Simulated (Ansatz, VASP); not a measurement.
**Two plane-wave programs on Pb**

```xyz
1
Lattice="-1.9580 1.9580 1.9580 1.9580 -1.9580 1.9580 1.9580 1.9580 -1.9580" Properties=species:S:1:pos:R:3 pbc="T T T"
Pb    0.0000    0.0000    0.0000
```

Alike in both runs: task single point; functional PBEsol; k mesh 16 × 16 × 16; occupations gaussian, width 0.1 eV; no spin polarisation.

|  | VASP | Ansatz |
| --- | --- | --- |
| version | VASP 6.6.1 | Ansatz 0.2.0 |
| potentials or method | VASP PAW PBE potentials, release 64 (Pb_d) | scalar-relativistic, plane waves, PAW |
| plane-wave cutoff (eV) | 520 | 420 |
| valence electrons in the cell | 14 | 14 |

|  | VASP | Ansatz | Ansatz less VASP |
| --- | --- | --- | --- |
| gap on the k mesh at the Fermi level (eV) | none | none | - |
| pressure (GPa) | -0.3 | -0.2 | +0.07 |

A gap of «none» marks a metal or a gap that the smearing closes. The functional is the same, so the differences come from potentials, cutoffs and numerics.

Caveats: the PAW data sets were made with another functional, which shifts forces and pressure a little (VASP). Spin-orbit coupling is left out, which matters for the levels of Pb.
